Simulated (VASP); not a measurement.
# CdS (Hawleyite) (F-43m) in VASP: notebook

One crystal, CdS (Hawleyite), is run at these levels: LDA; tasks: dielectric tensor.

All numbers are computed with VASP 6.6.1; they aren't measurements. Logs are shortened: lines on timing, memory, paths and dates and some standing lists are left out, and cuts for length are marked.

### 1 The structure

Symmetry: F-43m, No. 216, cubic system. The conventional cell has a = 5.833 Å, b = 5.833 Å, c = 5.833 Å, α = 90.00°, β = 90.00°, γ = 90.00°. Cd (site symmetry -43m) is surrounded by 4 S at 2.53 Å. S (site symmetry -43m) is surrounded by 4 Cd at 2.53 Å.

### 2 Dielectric tensor, LDA

Input file INCAR:

```
ALGO = Normal ; EDIFF = 1E-8
ENCUT = 400 ; GGA = CA
ISIF = 2 ; ISMEAR = 0
LASPH = True ; LCHARG = False
LEPSILON = True ; LREAL = False
LWAVE = False ; NELM = 100
PREC = Accurate ; SIGMA = 0.01
```

Input file KPOINTS:

```
k-points
0
Gamma
  9 9 9
```

Input file POSCAR:

```
CdS
1.0
    0.0000000000      2.9165000000      2.9165000000
    2.9165000000      0.0000000000      2.9165000000
    2.9165000000      2.9165000000      0.0000000000
Cd S
1 1
Direct
    0.0000000000      0.0000000000      0.0000000000
    0.7500000000      0.7500000000      0.7500000000
```

Potentials or basis: VASP PAW LDA potentials, release 64 (Cd, S).

Run with:

```
$ cat potpaw_LDA.64/Cd/POTCAR potpaw_LDA.64/S/POTCAR > POTCAR
$ mpirun -np 1 vasp_std > vasp.out
```

OUTCAR:

```text
EDIFF = 1E-8
   ENCUT = 400
   GGA = CA
   ISIF = 2
   ISMEAR = 0
   LASPH = True
   LEPSILON = True
   LREAL = False
   NELM = 100
   PREC = Accurate

 Found     35 irreducible k-points:

 Following reciprocal coordinates:
            Coordinates               Weight
  0.000000  0.000000  0.000000      1.000000
  0.111111  0.000000  0.000000      8.000000
  0.222222  0.000000  0.000000      8.000000
  0.333333  0.000000  0.000000      8.000000
  0.444444  0.000000  0.000000      8.000000
  0.111111  0.111111  0.000000      6.000000
   k-points           NKPTS =     35   k-points in BZ     NKDIM =     35   number of bands    NBANDS=     13
   number of dos      NEDOS =    301   number of ions     NIONS =      2
   total plane-waves  NPLWV =  21952
   dimension x,y,z NGX =    28 NGY =   28 NGZ =   28
   dimension x,y,z NGXF=    56 NGYF=   56 NGZF=   56
   ions per type =               1   1
   NGX,Y,Z   is equivalent  to a cutoff of  11.29, 11.29, 11.29 a.u.
   NGXF,Y,Z  is equivalent  to a cutoff of  22.57, 22.57, 22.57 a.u.
 SYSTEM =  unknown system
   PREC   = accura    normal or accurate (medium, high low for compatibility)
   ISTART =      0    job   : 0-new  1-cont  2-samecut
   ICHARG =      2    charge: 1-file 2-atom 10-const
   ISPIN  =      1    spin polarized calculation?
   LNONCOLLINEAR =      F non collinear calculations
   LSORBIT =      F    spin-orbit coupling
   LASPH  =      T    aspherical Exc in radial PAW
   ENCUT  =  400.0 eV  29.40 Ry    5.42 a.u.   6.73  6.73  6.73*2*pi/ulx,y,z
   NELM   =    100;   NELMIN=  2; NELMDL= -5     # of ELM steps
   EDIFF  = 0.1E-07   stopping-criterion for ELM
   LREAL  =      F    real-space projection
   EDIFFG = 0.1E-06   stopping-criterion for IOM
   NSW    =      0    number of steps for IOM
   IBRION =     -1    ionic relax: 0-MD 1-quasi-New 2-CG
[... 8 lines left out ...]
   EMIN   =  10.00;   EMAX   =-10.00  energy-range for DOS
   EFERMI =   0.00;   METHOD = LEGACY
   ISMEAR =     0;   SIGMA  =   0.01  broadening in eV -4-tet -1-fermi 0-gaus
   EFERMI_NEDOS =   21; number of points for ismear=-14 and -15
   IALGO  =     38    algorithm
   IMIX   =      4    mixing-type and parameters
     AMIX     =   0.40;   BMIX     =  1.00
     AMIX_MAG =   1.60;   BMIX_MAG =  1.00
  volume/ion in A,a.u.               =      24.81       167.41
  Fermi-wavevector in a.u.,A,eV,Ry     =   1.167599  2.206442 18.548649  1.363287
  Thomas-Fermi vector in A             =   2.304097
   LORBIT       =      0    0 simple, 1 ext, 2 COOP (PROOUT), +10 PAW based schemes
   GGA     = CA    functional components
   LHFCALC =     F    Hartree Fock is set to
   AEXX    =    0.0000 exact exchange contribution
   IVDW    =     0    specifies the selected vdW correction
   LEPSILON=     T    determine dielectric tensor
   LRPA    =     F    only Hartree local field effects (RPA)
 non-spin polarized calculation
 Gauss-broadening in eV      SIGMA  =   0.01
  energy-cutoff  :      400.00
  volume of cell :       49.62
 maximum number of plane-waves:       914
   NGX = 13   NGY = 13   NGZ = 13

--------------------------------------- Ionic step        1  -------------------------------------------

 number of electron      17.9999989 magnetization

 E-fermi :   1.1674     XC(G=0):  -9.5864

 val. band max:        1.1277366917   @ k =   0.0000   0.0000   0.0000
 cond. band min:       2.0183523078   @ k =   0.0000   0.0000   0.0000
 fundamental gap:      0.8906156161
 Fermi energy:         1.1673605329

 k-point     1 :       0.0000    0.0000    0.0000
  band No.  band energies     occupation
      1     -11.2296      2.00000
      2      -6.6479      2.00000
      3      -6.6479      2.00000
      4      -6.6479      2.00000
      5      -6.1621      2.00000
      6      -6.1621      2.00000
      7       1.1277      2.00000
      8       1.1277      2.00000
      9       1.1277      2.00000
     10       2.0184      0.00000
     11       7.4878      0.00000
     12       7.4878      0.00000
     13       7.4878      0.00000

 k-point     2 :       0.1111    0.0000    0.0000
  band No.  band energies     occupation
      1     -11.1780      2.00000
      2      -6.6297      2.00000
      3      -6.6297      2.00000
      4      -6.6073      2.00000
      5      -6.1639      2.00000
      6      -6.1639      2.00000
      7       0.1971      2.00000
      8       1.0268      2.00000
      9       1.0268      2.00000
     10       2.7939      0.00000
     11       7.2535      0.00000
     12       7.6519      0.00000
     13       7.6519      0.00000

 k-point     3 :       0.2222    0.0000    0.0000
  band No.  band energies     occupation
      1     -11.0466      2.00000
      2      -6.5871      2.00000
      3      -6.5871      2.00000
      4      -6.4630      2.00000
      5      -6.1613      2.00000
      6      -6.1613      2.00000
      7      -1.1220      2.00000
      8       0.7870      2.00000
      9       0.7870      2.00000
     10       3.5728      0.00000
     11       7.1422      0.00000
     12       7.9516      0.00000
     13       7.9516      0.00000

 k-point     4 :       0.3333    0.0000    0.0000
  band No.  band energies     occupation
      1     -10.8968      2.00000
      2      -6.5476      2.00000
      3      -6.5476      2.00000
      4      -6.1793      2.00000
      5      -6.1459      2.00000
      6      -6.1459      2.00000
      7      -2.3735      2.00000
      8       0.5349      2.00000
      9       0.5349      2.00000
     10       3.8796      0.00000
     11       7.6421      0.00000
     12       8.0434      0.00000
     13       8.0434      0.00000

 k-point     5 :       0.4444    0.0000    0.0000
  band No.  band energies     occupation
      1     -10.7996      2.00000
      2      -6.5288      2.00000
      3      -6.5288      2.00000
      4      -6.1274      2.00000
      5      -6.1274      2.00000
      6      -5.8442      2.00000
      7      -3.2542      2.00000
      8       0.3790      2.00000
      9       0.3790      2.00000
     10       3.9125      0.00000
     11       7.9827      0.00000
     12       7.9827      0.00000
     13       8.2551      0.00000

 k-point     6 :       0.1111    0.1111    0.0000
  band No.  band energies     occupation
      1     -11.1609      2.00000
      2      -6.6157      2.00000
      3      -6.6125      2.00000
      4      -6.6125      2.00000
      5      -6.1764      2.00000
      6      -6.1521      2.00000
      7       0.1814      2.00000
      8       0.8562      2.00000
      9       0.8562      2.00000
     10       3.0554      0.00000
     11       6.9090      0.00000
     12       7.8547      0.00000
     13       7.8547      0.00000

 [... further k-points ...]

  FORCE on cell =-STRESS in cart. coord.  units (eV):
  Direction    XX          YY          ZZ          XY          YZ          ZX
  --------------------------------------------------------------------------------------
  -------------------------------------------------------------------------------------
  Total       -0.7432648     -0.7432648     -0.7432648      0.0000000     -0.0000000      0.0000000
  in kB      -24.0014905    -24.0014905    -24.0014905      0.0000000     -0.0000000      0.0000000
  external PRESSURE =     -24.0014905 kB  Pullay stress =       0.0000000 kB

 VOLUME and BASIS-vectors are now :
 -----------------------------------------------------------------------------
  energy-cutoff  :      400.00
  volume of cell :       49.62
      direct lattice vectors                 reciprocal lattice vectors
     0.000000000  2.916500000  2.916500000    -0.171438368  0.171438368  0.171438368
     2.916500000  0.000000000  2.916500000     0.171438368 -0.171438368  0.171438368
     2.916500000  2.916500000  0.000000000     0.171438368  0.171438368 -0.171438368

 POSITION                                       TOTAL-FORCE (eV/Angst)
 -----------------------------------------------------------------------------------
      0.00000      0.00000      0.00000         0.000000      0.000000      0.000000
      4.37475      4.37475      4.37475        -0.000000     -0.000000     -0.000000
 -----------------------------------------------------------------------------------
    total drift:                               -0.000000     -0.000000      0.000000

  FREE ENERGIE OF THE ION-ELECTRON SYSTEM (eV)
  ---------------------------------------------------
  free  energy   TOTEN  =        -7.3958060056 eV

  energy  without entropy=       -7.3958060056  energy(sigma->0) =       -7.39580601

 HEAD OF MICROSCOPIC STATIC DIELECTRIC TENSOR (INDEPENDENT PARTICLE, excluding Hartree and local field effects)
 ------------------------------------------------------
           7.661213    -0.000000     0.000000
           0.000000     7.661213     0.000000
          -0.000000     0.000000     7.661213
 ------------------------------------------------------

 Free energy of the ion-electron system (eV)
  ---------------------------------------------------
  ---------------------------------------------------
  free energy    TOTEN  =        -0.89280341 eV

  energy without entropy =       -0.89280341

------------------------ aborting loop because EDIFF is reached ----------------------------------------

--------------------------------------- Ionic step        2  -------------------------------------------

------------------------ aborting loop because EDIFF is reached ----------------------------------------

--------------------------------------- Ionic step        3  -------------------------------------------

 Free energy of the ion-electron system (eV)
  ---------------------------------------------------
  ---------------------------------------------------
  free energy    TOTEN  =        -0.89280341 eV

  energy without entropy =       -0.89280341

------------------------ aborting loop because EDIFF is reached ----------------------------------------

 PIEZOELECTRIC TENSOR FIELD DIRECTION 3  (e Angst)
 -----------------------------------------------------------------------------
    -0.00138  1.99860  0.00000           (  0.00000 -0.03143  0.00000)
     1.99860 -0.00138  0.00000           ( -0.03143  0.00000  0.00000)
     0.00000  0.00000  0.00053           (  0.00000  0.00000 -0.00000)

 PIEZOELECTRIC TENSOR FIELD DIRECTION 3  (C/m^2)
 -----------------------------------------------------------------------------
    -0.00045  0.64539  0.00000
     0.64539 -0.00045  0.00000
     0.00000  0.00000  0.00017

 MACROSCOPIC STATIC DIELECTRIC TENSOR (including local field effects in DFT)
 ------------------------------------------------------
           7.217724    -0.000000     0.000000
           0.000000     7.217724     0.000000
           0.000000    -0.000000     7.217724
 ------------------------------------------------------

 PIEZOELECTRIC TENSOR (including local field effects)  for field in x, y, z        (e  Angst)
          XX          YY          ZZ          XY          YZ          ZX
  --------------------------------------------------------------------------------
  x    -0.00000    -0.00000    -0.00000     0.00000     2.01436    -0.00000
  y     0.00000     0.00000     0.00000     0.00000     0.00000     2.01436
  z    -0.00000    -0.00000     0.00000     2.01436     0.00000     0.00000

 PIEZOELECTRIC TENSOR (including local field effects)  for field in x, y, z        (C/m^2)
          XX          YY          ZZ          XY          YZ          ZX
  --------------------------------------------------------------------------------
  x    -0.00000    -0.00000    -0.00000     0.00000     0.65048    -0.00000
  y     0.00000     0.00000     0.00000     0.00000     0.00000     0.65048
  z    -0.00000    -0.00000     0.00000     0.65048     0.00000     0.00000

 BORN EFFECTIVE CHARGES (including local field effects) (in |e|, cummulative output)
 ---------------------------------------------------------------------------------
 ion    1
    1     2.20598     0.00000     0.00000
    2     0.00000     2.20598     0.00000
    3     0.00000     0.00000     2.20598
 ion    2
    1    -2.20598     0.00000     0.00000
    2     0.00000    -2.20598     0.00000
    3     0.00000     0.00000    -2.20598
```

Run time: 2.1 min. Hardware: 1 thread of Intel Xeon 6975P-C (Granite Rapids), shared host; peak memory 0.26 GiB.

The run converged, but some of its settings lie outside the range that counts as converged, so its numbers aren't taken as properties of the crystal.

What came out:

| Quantity | Value |
| --- | --- |
| Band gap on the k mesh | 0.89 eV, direct |
| Electronic dielectric tensor (diagonal) | 7.22 |
| Born charges (mean of the diagonal) | Cd +2.21; S -2.21 e |

### 3 Dielectric tensor, LDA

INCAR: that of step 2 with these lines changed.

```diff
@@ -1,2 +1,2 @@
-ALGO = Normal ; EDIFF = 1E-8
+ALGO = Normal ; EDIFF = 1E-5
 ENCUT = 400 ; GGA = CA
```

KPOINTS is that of step 2.

POSCAR is that of step 2.

Potentials or basis: VASP PAW LDA potentials, release 64 (Cd, S).

Run with:

```
$ cat potpaw_LDA.64/Cd/POTCAR potpaw_LDA.64/S/POTCAR > POTCAR
$ mpirun -np 1 vasp_std > vasp.out
```

OUTCAR:

```text
EDIFF = 1E-5
   ENCUT = 400
   GGA = CA
   ISIF = 2
   ISMEAR = 0
   LASPH = True
   LEPSILON = True
   LREAL = False
   NELM = 100
   PREC = Accurate

 Found     35 irreducible k-points:

 Following reciprocal coordinates:
            Coordinates               Weight
  0.000000  0.000000  0.000000      1.000000
  0.111111  0.000000  0.000000      8.000000
  0.222222  0.000000  0.000000      8.000000
  0.333333  0.000000  0.000000      8.000000
  0.444444  0.000000  0.000000      8.000000
  0.111111  0.111111  0.000000      6.000000
   k-points           NKPTS =     35   k-points in BZ     NKDIM =     35   number of bands    NBANDS=     13
   number of dos      NEDOS =    301   number of ions     NIONS =      2
   total plane-waves  NPLWV =  21952
   dimension x,y,z NGX =    28 NGY =   28 NGZ =   28
[... 233 lines left out ...]
     0.64536 -0.00045  0.00000
     0.00000  0.00000  0.00017

 MACROSCOPIC STATIC DIELECTRIC TENSOR (including local field effects in DFT)
 ------------------------------------------------------
           7.218440     0.000000    -0.000000
           0.000000     7.218440    -0.000000
           0.000000     0.000000     7.218440
 ------------------------------------------------------

 PIEZOELECTRIC TENSOR (including local field effects)  for field in x, y, z        (e  Angst)
          XX          YY          ZZ          XY          YZ          ZX
  --------------------------------------------------------------------------------
  x     0.00000     0.00000     0.00000     0.00000     2.01427     0.00000
  y     0.00000     0.00000    -0.00000     0.00000     0.00000     2.01427
  z     0.00000     0.00000     0.00000     2.01427     0.00000     0.00000

 PIEZOELECTRIC TENSOR (including local field effects)  for field in x, y, z        (C/m^2)
          XX          YY          ZZ          XY          YZ          ZX
  --------------------------------------------------------------------------------
  x     0.00000     0.00000     0.00000     0.00000     0.65045     0.00000
  y     0.00000     0.00000    -0.00000     0.00000     0.00000     0.65045
  z     0.00000     0.00000     0.00000     0.65045     0.00000     0.00000

 BORN EFFECTIVE CHARGES (including local field effects) (in |e|, cummulative output)
 ---------------------------------------------------------------------------------
 ion    1
    1     2.20543     0.00000     0.00000
    2    -0.00000     2.20543    -0.00000
    3     0.00000     0.00000     2.20543
 ion    2
    1    -2.20543    -0.00000    -0.00000
    2     0.00000    -2.20543     0.00000
    3    -0.00000    -0.00000    -2.20543
```

It took 1.7 min on 1 thread of Intel Xeon 6975P-C (Granite Rapids), shared host; peak memory 0.26 GiB.

The run converged, but some of its settings lie outside the range that counts as converged, so its numbers aren't taken as properties of the crystal.

Results:

```
Band gap on the k mesh                  : 0.89 eV, direct
Electronic dielectric tensor (diagonal) : 7.22
Born charges (mean of the diagonal)     : Cd +2.21; S -2.21 e
```

[end of part 1 of 2]
